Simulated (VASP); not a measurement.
# GaN (P6_3mc) in VASP: notebook

Runs on GaN. Level: PBE. Tasks: relaxation of cell and atoms.

All numbers are computed with VASP 6.6.1; they aren't measurements. Logs are shortened: lines on timing, memory, paths and dates and some standing lists are left out, and cuts for length are marked.

**1. The structure**

Symmetry: P6_3mc, No. 186, hexagonal system. The conventional cell has a = 3.180 Å, b = 3.180 Å, c = 5.166 Å, α = 90.00°, β = 90.00°, γ = 120.00°. Around Ga (site symmetry 3m) lie 4 N at 1.94 to 1.95 Å. Around N (site symmetry 3m) lie 4 Ga at 1.94 to 1.95 Å.

**2. Relaxation of cell and atoms, PBE**

Contents of INCAR:

```
PREC = Accurate
ENCUT = 520
EDIFF = 1E-7
ISMEAR = 0
SIGMA = 0.02
LREAL = False
LASPH = True
NELM = 60
ALGO = Fast
ISIF = 3
LWAVE = False
LCHARG = False
GGA = PE
IBRION = 2
NSW = 80
EDIFFG = -0.002
KPAR = 4
```

Contents of KPOINTS:

```
regular mesh
0
Gamma
  15 15 8
```

Contents of POSCAR:

```
GaN
1.0
    3.1800000000      0.0000000000      0.0000000000
   -1.5900000000      2.7539607800      0.0000000000
    0.0000000000      0.0000000000      5.1660000000
Ga N
2 2
Direct
    0.3333333300      0.6666666700      0.0000000000
    0.6666666700      0.3333333300      0.5000000000
    0.3333333300      0.6666666700      0.3750000000
    0.6666666700      0.3333333300      0.8750000000
```

Potentials or basis: VASP PAW PBE potentials, release 64 (Ga_d, N).

The run is started by

```
$ cat potpaw_PBE.64/Ga_d/POTCAR potpaw_PBE.64/N/POTCAR > POTCAR
$ mpirun -np 4 vasp_std > vasp.out
```

OUTCAR:

```text
PREC = Accurate
   ENCUT = 520
   EDIFF = 1E-7
   ISMEAR = 0
   LREAL = False
   LASPH = True
   NELM = 60
   ISIF = 3
   GGA = PE
   IBRION = 2
   NSW = 80
   EDIFFG = -0.002

 ion  position               nearest neighbor table
   1  0.333  0.667  0.000-   3 1.94   4 1.95   4 1.95   4 1.95
   2  0.667  0.333  0.500-   4 1.94   3 1.95   3 1.95   3 1.95
   3  0.333  0.667  0.375-   1 1.94   2 1.95   2 1.95   2 1.95
   4  0.667  0.333  0.875-   2 1.94   1 1.95   1 1.95   1 1.95

  LATTYP: Found a hexagonal cell.
 ALAT       =     3.1800000000
 C/A-ratio  =     1.6245283019

  Lattice vectors:

 A1 = (   3.1800000000,   0.0000000000,   0.0000000000)
 A2 = (  -1.5900000000,   2.7539607800,   0.0000000000)
 A3 = (   0.0000000000,   0.0000000000,   5.1660000000)

Analysis of symmetry for initial positions (statically):
=====================================================================
 Subroutine PRICEL returns:
 Original cell was already a primitive cell.

 Routine SETGRP: Setting up the symmetry group for a
 hexagonal supercell.

 Subroutine GETGRP returns: Found 12 space group operations
 (whereof  6 operations were pure point group operations)
 out of a pool of 24 trial point group operations.

The static configuration has the point symmetry C_3v.
 The point group associated with its full space group is C_6v.

Analysis of symmetry for dynamics (positions and initial velocities):
=====================================================================
 Subroutine PRICEL returns:
 Original cell was already a primitive cell.

 Routine SETGRP: Setting up the symmetry group for a
 hexagonal supercell.

 Subroutine GETGRP returns: Found 12 space group operations
 (whereof  6 operations were pure point group operations)
 out of a pool of 24 trial point group operations.

The dynamic configuration has the point symmetry C_3v.
 The point group associated with its full space group is C_6v.

 Subroutine INISYM returns: Found 12 space group operations
 (whereof  6 operations are pure point group operations),
 and found     1 'primitive' translations

----------------------------------------------------------------------------------------

                                     Primitive cell

  volume of cell :      45.2417

  direct lattice vectors                    reciprocal lattice vectors
     3.180000000  0.000000000  0.000000000     0.314465409  0.181556689  0.000000000
    -1.590000000  2.753960780  0.000000000     0.000000000  0.363113377  0.000000000
     0.000000000  0.000000000  5.166000000     0.000000000  0.000000000  0.193573364

  length of vectors
     3.180000000  3.179999997  5.166000000     0.363113377  0.363113377  0.193573364

  position of ions in fractional coordinates (direct lattice)
     0.333333330  0.666666670  0.000000000
     0.666666670  0.333333330  0.500000000
     0.333333330  0.666666670  0.375000000
     0.666666670  0.333333330  0.875000000

  ion indices of the primitive-cell ions
   primitive index   ion index
                 1           1
                 2           2
                 3           3
                 4           4

----------------------------------------------------------------------------------------

 KPOINTS: regular mesh

Automatic generation of k-mesh.
 Grid dimensions read from file:
 generate k-points for:   15   15    8

 Generating k-lattice:

  Cartesian coordinates                     Fractional coordinates (reciprocal lattice)
     0.020964361  0.012103779  0.000000000     0.066666667  0.000000000  0.000000000
     0.000000000  0.024207558  0.000000000     0.000000000  0.066666667  0.000000000
     0.000000000  0.000000000  0.024196671     0.000000000  0.000000000  0.125000000

  Length of vectors
     0.024207558  0.024207558  0.024196671

  Shift w.r.t. Gamma in fractional coordinates (k-lattice)
     0.000000000  0.000000000  0.000000000

 Subroutine IBZKPT returns following result:
 ===========================================

 Found    135 irreducible k-points:

 Following reciprocal coordinates:
            Coordinates               Weight
  0.000000  0.000000  0.000000      1.000000
  0.066667  0.000000  0.000000      6.000000
  0.133333  0.000000  0.000000      6.000000
  0.200000  0.000000  0.000000      6.000000
  0.266667  0.000000  0.000000      6.000000
  0.333333  0.000000  0.000000      6.000000
[... 16 lines left out ...]
  0.333333  0.200000  0.000000     12.000000
  0.400000  0.200000  0.000000      6.000000
 [... further k-points ...]
   k-points           NKPTS =    135   k-points in BZ     NKDIM =    135   number of bands    NBANDS=     22
   number of dos      NEDOS =    301   number of ions     NIONS =      4
   total plane-waves  NPLWV =  23040
   dimension x,y,z NGX =    24 NGY =   24 NGZ =   40
   dimension x,y,z NGXF=    48 NGYF=   48 NGZF=   80
   ions per type =               2   2
   NGX,Y,Z   is equivalent  to a cutoff of  12.55, 12.55, 12.87 a.u.
   NGXF,Y,Z  is equivalent  to a cutoff of  25.09, 25.09, 25.74 a.u.
 SYSTEM =  unknown system
   PREC   = accura    normal or accurate (medium, high low for compatibility)
   ISTART =      0    job   : 0-new  1-cont  2-samecut
   ICHARG =      2    charge: 1-file 2-atom 10-const
   ISPIN  =      1    spin polarized calculation?
   LNONCOLLINEAR =      F non collinear calculations
   LSORBIT =      F    spin-orbit coupling
   LASPH  =      T    aspherical Exc in radial PAW
   ENCUT  =  520.0 eV  38.22 Ry    6.18 a.u.   5.91  5.91  9.61*2*pi/ulx,y,z
   NELM   =     60;   NELMIN=  2; NELMDL= -5     # of ELM steps
   EDIFF  = 0.1E-06   stopping-criterion for ELM
   LREAL  =      F    real-space projection
   EDIFFG = -.2E-02   stopping-criterion for IOM
   NSW    =     80    number of steps for IOM
   IBRION =      2    ionic relax: 0-MD 1-quasi-New 2-CG
   NFREE  =      1    steps in history (QN), initial steepest desc. (CG)
   ISIF   =      3    stress and relaxation
   ISYM   =      2    0-nonsym 1-usesym 2-fastsym
   POTIM  = 0.5000    time-step for ionic-motion
   TEBEG  =    0.0;   TEEND  =   0.0 temperature during run
   PSTRESS=    0.0 pullay stress
   NELECT =      36.0000    total number of electrons
   NUPDOWN=      -1.0000    fix difference up-down
   EMIN   =  10.00;   EMAX   =-10.00  energy-range for DOS
   EFERMI =   0.00;   METHOD = LEGACY
   ISMEAR =     0;   SIGMA  =   0.02  broadening in eV -4-tet -1-fermi 0-gaus
   EFERMI_NEDOS =   21; number of points for ismear=-14 and -15
   IALGO  =     68    algorithm
   IMIX   =      4    mixing-type and parameters
     AMIX     =   0.40;   BMIX     =  1.00
     AMIX_MAG =   1.60;   BMIX_MAG =  1.00
  volume/ion in A,a.u.               =      11.31        76.33
  Fermi-wavevector in a.u.,A,eV,Ry     =   1.517036  2.866782 31.312427  2.301398
  Thomas-Fermi vector in A             =   2.626345
   LORBIT       =      0    0 simple, 1 ext, 2 COOP (PROOUT), +10 PAW based schemes
   GGA     = PE    functional components
   LHFCALC =     F    Hartree Fock is set to
   AEXX    =    0.0000 exact exchange contribution
   IVDW    =     0    specifies the selected vdW correction
   LEPSILON=     F    determine dielectric tensor
   LRPA    =     F    only Hartree local field effects (RPA)
 conjugate gradient relaxation of ions
 non-spin polarized calculation
 RMM-DIIS sequential band-by-band and
 Gauss-broadening in eV      SIGMA  =   0.02
  energy-cutoff  :      520.00
  volume of cell :       45.24
 maximum number of plane-waves:      1240
 NGX is ok and might be reduce to    24
   NGX = 11   NGY = 11   NGZ = 19

--------------------------------------- Ionic step        1  -------------------------------------------

 number of electron      36.0000002 magnetization

 Free energy of the ion-electron system (eV)
  ---------------------------------------------------
  ext. energy  EPLUGINS =         0.00000000
  ---------------------------------------------------
  free energy    TOTEN  =       -24.28512548 eV

  energy without entropy =      -24.28512548  energy(sigma->0) =      -24.28512548

------------------------ aborting loop because EDIFF is reached ----------------------------------------

  FORCE on cell =-STRESS in cart. coord.  units (eV):
  Direction    XX          YY          ZZ          XY          YZ          ZX
  --------------------------------------------------------------------------------------
  -------------------------------------------------------------------------------------
  Total        1.9066125      1.9066125      2.5200797      0.0000000      0.0000000      0.0000000
  in kB       67.5202045     67.5202043     89.2453474      0.0000000      0.0000000      0.0000000
  external PRESSURE =      74.7619188 kB  Pullay stress =       0.0000000 kB
[... 251 lines left out ...]
  energy  without entropy=      -24.3267721404  energy(sigma->0) =      -24.32677214

--------------------------------------- Ionic step        8  -------------------------------------------

 number of electron      35.9999956 magnetization

 Free energy of the ion-electron system (eV)
  ---------------------------------------------------
  ext. energy  EPLUGINS =         0.00000000
  ---------------------------------------------------
  free energy    TOTEN  =       -24.32677506 eV

  energy without entropy =      -24.32677506  energy(sigma->0) =      -24.32677506

 E-fermi :   5.1063     XC(G=0): -11.5129

 val. band max:        5.0049469976   @ k =   0.0000   0.0000   0.0000
 cond. band min:       6.7171287736   @ k =   0.0000   0.0000   0.0000
 fundamental gap:      1.7121817760
 Fermi energy:         5.1062895386

 k-point     1 :       0.0000    0.0000    0.0000
  band No.  band energies     occupation
      1     -10.7273      2.00000
      2      -9.9056      2.00000
      3      -8.4160      2.00000
      4      -8.4016      2.00000
      5      -8.4016      2.00000
      6      -8.3459      2.00000
[... 574 lines left out ...]
      6      -8.2039      2.00000
[... 14 lines left out ...]
     21      11.9811      0.00000
     22      13.1476      0.00000

 [... further k-points ...]

------------------------ aborting loop because EDIFF is reached ----------------------------------------

  FORCE on cell =-STRESS in cart. coord.  units (eV):
  Direction    XX          YY          ZZ          XY          YZ          ZX
  --------------------------------------------------------------------------------------
  -------------------------------------------------------------------------------------
  Total        0.0018612      0.0018612     -0.0021894      0.0000000      0.0000000      0.0000000
  in kB        0.0633755      0.0633755     -0.0745507      0.0000000      0.0000000      0.0000000
  external PRESSURE =       0.0174001 kB  Pullay stress =       0.0000000 kB
[... 19 lines left out ...]
  FREE ENERGIE OF THE ION-ELECTRON SYSTEM (eV)
  ---------------------------------------------------
  free  energy   TOTEN  =       -24.3267750626 eV

  energy  without entropy=      -24.3267750626  energy(sigma->0) =      -24.32677506

 reached required accuracy - stopping structural energy minimisation
```

It took 1.8 min on 4 MPI ranks of Intel Xeon 6975P-C (Granite Rapids), shared host; peak memory 0.24 GiB.

Results:

- Free energy: -24.3268 eV
- Relaxed volume: 11.76 Å³/atom
- Relaxed cell: a = 3.219 Å, b = 3.219 Å, c = 5.245 Å, α = 90.00°, β = 90.00°, γ = 120.00°
- Space group after relaxing (to 0.05 Å): P6_3mc (No. 186)
- Energy gained by relaxing: 10.4 meV/atom
- Ionic steps: 8
- Pressure after relaxing: 0.0 GPa
- Band gap on the k mesh: 1.71 eV, direct

Step by step:
| step | energy change (eV) | largest force (eV/Å) | pressure (GPa) | volume (Å³) |
| --- | --- | --- | --- | --- |
| 1 | 0.0000 | 0.1347 | 7.48 | 45.24 |
| 2 | -0.0087 | 0.0608 | -5.73 | 48.79 |
| 3 | -0.0416 | 0.0141 | -0.01 | 47.05 |
| 4 | -0.0416 | 0.0165 | 0.13 | 47.02 |
| 5 | -0.0416 | 0.0055 | 0.13 | 47.02 |
| 6 | -0.0416 | 0.0002 | 0.14 | 47.01 |
| 7 | -0.0416 | 0.0014 | -0.06 | 47.07 |
| 8 | -0.0416 | 0.0015 | 0.00 | 47.05 |

Final structure:
```
Ga N
1.0
     3.21863    0.00000    0.00000
    -1.60931    2.78741    0.00000
     0.00000    0.00000    5.24456
Ga N
2 2
Cartesian
  0.0000 1.8583 5.2402
  1.6093 0.9291 2.6179
  0.0000 1.8583 1.9711
  1.6093 0.9291 4.5934
```

Caveat: an odd mesh through Γ misses points on the zone boundary, where band edges often lie. Zero-point motion and thermal expansion aren't in these numbers.

[end of part 1 of 2]
